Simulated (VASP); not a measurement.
Runs of VASP 6.6.1 on RbBr. Symmetry: Fm-3m, No. 225, cubic system. Conventional cell: a = 6.854 Å, b = 6.854 Å, c = 6.854 Å, α = 90.00°, β = 90.00°, γ = 90.00°. Rb (site symmetry m-3m) has 6 Br at 3.43 Å as nearest neighbours. Br (site symmetry m-3m) is surrounded by 6 Rb at 3.43 Å. 

```csv
task,level,spin,k mesh,smearing,gap on the mesh (eV),pressure (GPa)
band structure,r2SCAN,off,7 × 7 × 7,fermi-dirac 0.05 eV,(b),0.5
band structure,r2SCAN,"SOC, no magnetisation",5 × 5 × 5,fermi-dirac 0.05 eV,-,0.5
band structure,SCAN,off,7 × 7 × 7,fermi-dirac 0.05 eV,4.91,0.3
band structure,SCAN,"SOC, no magnetisation",5 × 5 × 5,fermi-dirac 0.05 eV,-,0.3
band structure,rSCAN,off,7 × 7 × 7,fermi-dirac 0.05 eV,4.90,(a)
single point,PBE,off,7 × 7 × 7,gaussian 0.012 eV,4.36,1.0
```

Alike in all rows: potentials or basis VASP PAW PBE potentials, release 64 (Rb_sv, Br); cell as given; cutoff (eV) 520.

Question: Estimate the missing entries.

Answer: (a) 0.4; (b) 4.97.

Caveats: the PAW data sets were made with another functional, which shifts forces and pressure a little (some runs); an odd mesh through Γ misses points on the zone boundary, where band edges often lie (some runs).

A k mesh can miss the band edges, and rows without SOC leave out spin-orbit coupling on Br, Rb.
